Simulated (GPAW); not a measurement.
**TiB2: single point with PBE**

TiB2:

```
Ti B
1.0
     3.02920    0.00000    0.00000
    -1.51460    2.62336    0.00000
     0.00000    0.00000    3.22840
Ti B
1 2
Cartesian
  0.0109 -0.0365 -0.0493
  1.5136 0.8224 1.6230
  -0.0053 1.7485 1.5951
```

The cell isn't the ideal one: atoms moved at random, drawn with an rms of 0.05 Å.

| Quantity | Value |
| --- | --- |
| Program | GPAW 26.7.0 |
| Task | single point |
| Functional | PBE |
| Potentials or basis | GPAW PAW data sets (gpaw-data 1.2.1) |
| Cutoff | 800 eV |
| Basis | pw |
| k mesh | 10 × 10 × 8 |
| Occupations | fermi-dirac, width 0.05 eV |
| Spin | no spin polarisation |

The pressure is 1.3 GPa. The largest force is 0.947 eV/Å and the band gap on the k mesh is none (metal or under the smearing width).

Forces in eV/Å, atoms in the order of the input:
```
Ti  -0.206  0.139  0.640
B    0.046  0.780 -0.476
B    0.160 -0.919 -0.164
```

Stress tensor (GPa, compression positive):
```
 0.24  0.05 -0.16
 0.05  2.81  0.09
-0.16  0.09  0.84
```

Levels at points of the mesh, in eV from the Fermi level:
```tsv
k point	band 6	band 7	band 8	band 9	band 10	band 11	band 12	band 13
(0.00, 0.00, 0.00)	-2.77	-2.45	-2.35	-1.88	1.92	1.98	3.56	3.89
(0.00, 0.00, 0.50)	-7.55	-0.91	-0.30	-0.21	0.05	0.53	0.59	1.71
(0.00, 0.50, 0.00)	-9.11	-3.11	-3.02	-2.18	1.39	2.80	3.08	3.26
(0.00, 0.50, 0.50)	-7.69	-4.53	-3.90	-2.96	2.53	2.98	4.52	4.75
(0.50, 0.00, 0.00)	-9.23	-3.29	-3.22	-2.22	1.42	2.81	3.29	3.56
(0.50, 0.00, 0.50)	-7.43	-4.60	-3.70	-3.16	2.55	2.99	4.49	4.61
(0.50, 0.50, 0.00)	-9.21	-3.30	-3.24	-2.23	1.43	2.81	3.29	3.61
(0.50, 0.50, 0.50)	-7.40	-4.62	-3.69	-3.18	2.56	2.99	4.50	4.61
```

Run time: 2.4 min on 1 thread of Arm Neoverse V2, with other jobs on the host, peak memory 0.43 GiB.
